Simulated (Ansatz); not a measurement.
## WSi2: strain energy, fitted

WSi2, I4/mmm, a = 3.211 Å, c = 7.805 Å. Ansatz: r2SCAN, PAW, 500 eV, Γ-centred 12×12×6 mesh on 6 atoms, Gaussian smearing 0.10 eV; no spin polarisation. Series: uniaxial strain along c, with a, b and atoms relaxed; x is the strain in per cent. y is the free energy over the unstrained cell, V0 = 13.414 Å³/atom.

```
x (%) y (meV/atom)
 -4.5             ?
 -3.0         22.54
 -1.5          5.39
  0.0          0.00
  1.5          4.90
  3.0         18.71
  4.5         40.15
```

Q: Fit y = c2 x² + c3 x³ to the other rows, turn c2 into a modulus, and predict the missing energy.

A: Least squares on the rows shown. y = 2.2942 x² − 0.069479 x³. In eV per unit strain² c2 is 22.94; this is Young's modulus along the axis (E = ½ Y V0 ε²): 2 × 22.94 × 160.2 / (13.414) = 548 GPa. At x = -4.5 the fit asked for gives 52.79 meV/atom. The run gave 53.09 meV/atom, so the fit is 0.30 meV/atom too low, 0.57 % of the span of the series, against an rms of 0.03 meV/atom on the fitted rows. The row lies outside the fitted range. With a term in x⁴ added, a fit to the same known rows predicts 53.08 meV/atom, so most of the miss is curvature that the known rows already hold.

Spin–orbit coupling is left out, which can shift energies with elements as heavy as these.